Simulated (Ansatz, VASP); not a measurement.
Al2Au: VASP beside Ansatz

```xyz
3
Lattice="0.0000 3.0000 3.0000 3.0000 0.0000 3.0000 3.0000 3.0000 0.0000" Properties=species:S:1:pos:R:3 pbc="T T T"
Au    0.0000    0.0000    0.0000
Al    4.5000    4.5000    4.5000
Al    1.5000    1.5000    1.5000
```

Alike in both runs: task relaxation of cell and atoms; functional PBEsol; k mesh 8 × 8 × 8; occupations fermi-dirac, width 0.05 eV; no spin polarisation.

|  | VASP | Ansatz |
| --- | --- | --- |
| version | VASP 6.6.1 | Ansatz 0.2.0 |
| potentials or method | VASP PAW PBE potentials, release 64 (Au, Al) | Ansatz PAW |
| plane-wave cutoff (eV) | 600 | 420 |
| valence electrons in the cell | 17 | 25 |

|  | VASP | Ansatz | Ansatz less VASP |
| --- | --- | --- | --- |
| gap on the k mesh at the Fermi level, each at its own relaxed structure (eV) | none | none | - |
| relaxed volume (Å³/atom) | 18.00 | 18.01 | +0.012 |
| relaxed cell length with the largest relative difference (Å) | 4.243 | 4.244 | +0.0009 |

A gap of «none» marks a metal or a gap that the smearing closes. The two sets of potentials don't hold the same shells in valence.

Caveats: the relaxation stopped at its first step, so nothing moved (VASP); the PAW data sets were made with another functional, which shifts forces and pressure a little (VASP); the plane-wave basis is chosen anew once the cell has moved, so the energies of steps on either side of that aren't comparable (Ansatz); the PAW data sets come from PBE, with cores solved anew for the run's functional, which leaves a small shift of forces and pressure (Ansatz). The runs have no spin-orbit coupling, so splittings on Au are missing.
